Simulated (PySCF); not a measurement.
Identify the unknown among the candidates.

All candidates are C4H10O.

* 1H NMR: chemical shifts (computed TMS as zero) by class: 3.50 (1 H), 1.97 (1 H), 1.16 (3 H), 0.94 (3 H), 0.92 (1 H), -0.04 (1 H) ppm [GIAO PBE0/pcSseg-1]
* Dipole: 1.64 D [PBE0/pcSseg-1]
* Couplings: largest of the computed one-bond spin–spin couplings (means over like bonds): 13C–1H +150.2, 13C–1H +135.0, 13C–1H +131.6 (×3), 13C–1H +131.5 (×3), 13C–1H +130.8, 17O–1H -70.0, 13C–13C +36.0, 13C–13C +35.8 Hz [B3LYP/pcJ-1, spin–dipole term left out]
* 13C NMR: chemical shifts (computed TMS as zero) by class: 74.2 (1 C), 38.8 (1 C), 25.0 (1 C), 13.3 (1 C) ppm [GIAO PBE0/pcSseg-1]
* NMR, other nuclei: isotropic shieldings of nuclei other than C and H, by class: 253 (1 O) ppm [GIAO PBE0/pcSseg-1]
* Rotational structure: rotational constants A, B, C: 7.670, 3.462, 2.665 GHz [GFN2-xTB]

The electronic properties come from PySCF, for the isolated species, density fitting. Levels stand in brackets. Geometry: GFN2-xTB, one conformer, isolated molecule. Each NMR value is the plain mean over a class of atoms that symmetry, rotation or inversion makes alike.

Question: Which candidate is it?
A. `CC[C@H](C)O` (s-BuOH)
B. `CCCOC` (1-methoxypropane)
C. `CCOCC` (diethyl ether)
D. `COC(C)C` (2-methoxypropane)

Answer: A. It is `CC[C@H](C)O`. Numbering: `[CH3:1][CH2:2][C@H:3]([CH3:4])[OH:5]`. Its formula, C4H10O, gives 0 degrees of unsaturation, so no ring and no π bond. 4 carbons fall into 4 classes; from least to most shielded: carbinol carbon (C–OH) [C3] (74.2 ppm), chain CH2 carbon [C2] (38.8 ppm), methyl carbon [C4] (25.0 ppm), methyl carbon [C1] (13.3 ppm). Hydrogen classes from least to most shielded: 1 H on a carbinol carbon (C–OH), C3 (3.50 ppm), 1 H on a chain CH2 carbon, C2 (1.97 ppm), 3 H on a methyl carbon, C4 (1.16 ppm, a mean of values up to 1.1 ppm apart in this geometry), 3 H on a methyl carbon, C1 (0.94 ppm), 1 H on a chain CH2 carbon, C2 (0.92 ppm), 1 H on an alcohol oxygen, O5 (-0.04 ppm). The other shieldings belong to: 253 ppm, alcohol oxygen [O5]. The couplings run between: +150.2 Hz, carbinol carbon (C–OH) [C3] and its hydrogen; +135.0 Hz, chain CH2 carbon [C2] and its hydrogen; +131.6 Hz, methyl carbon [C1] and its hydrogen (with 2 like pairs); +131.5 Hz, methyl carbon [C4] and its hydrogen (with 2 like pairs); +130.8 Hz, chain CH2 carbon [C2] and its hydrogen; -70.0 Hz, alcohol oxygen [O5] and its hydrogen; +36.0 Hz, chain CH2 carbon [C2] and carbinol carbon (C–OH) [C3]; +35.8 Hz, carbinol carbon (C–OH) [C3] and methyl carbon [C4]. The optimised geometry has point group C1 and is an asymmetric top.

The others, at the same levels:
- `COC(C)C` fails: it has 3 carbon classes against 4; its computed 13C shifts are 77.4 (1 C), 58.5 (1 C), 23.5 (2 C) ppm, 1H shifts are 3.53 (3 H), 3.37 (1 H), 1.13 (6 H) ppm and smallest rotational constant is 2.821 GHz (against 2.665 GHz).
- `CCOCC` fails: it has 2 carbon classes against 4; its computed 13C shifts are 71.3 (2 C), 18.1 (2 C) ppm, 1H shifts are 3.56 (4 H), 1.28 (6 H) ppm and rotational constant A is 18.069 GHz (against 7.670 GHz).
- `CCCOC` fails: its computed 13C shifts are 80.6 (1 C), 61.6 (1 C), 27.7 (1 C), 11.7 (1 C) ppm, 1H shifts are 3.52 (3 H), 3.25 (2 H), 1.68 (2 H), 0.91 (3 H) ppm and rotational constant A is 20.068 GHz (against 7.670 GHz).

Each candidate is one conformer, not necessarily the lowest. The conformers computed, where there is a choice (atom-mapped SMILES and torsion angles):
- `[CH3:1][CH2:2][C@H:3]([CH3:4])[OH:5]`: C1–C2–C3–C4 -68°, H–O5–C3–C2 64°
- `[CH3:1][O:2][CH:3]([CH3:4])[CH3:5]`: C1–O2–C3–C4 167°
- `[CH3:1][CH2:2][O:3][CH2:4][CH3:5]`: C1–C2–O3–C4 180°, C2–O3–C4–C5 180°
- `[CH3:1][CH2:2][CH2:3][O:4][CH3:5]`: C1–C2–C3–O4 180°, C2–C3–O4–C5 180°
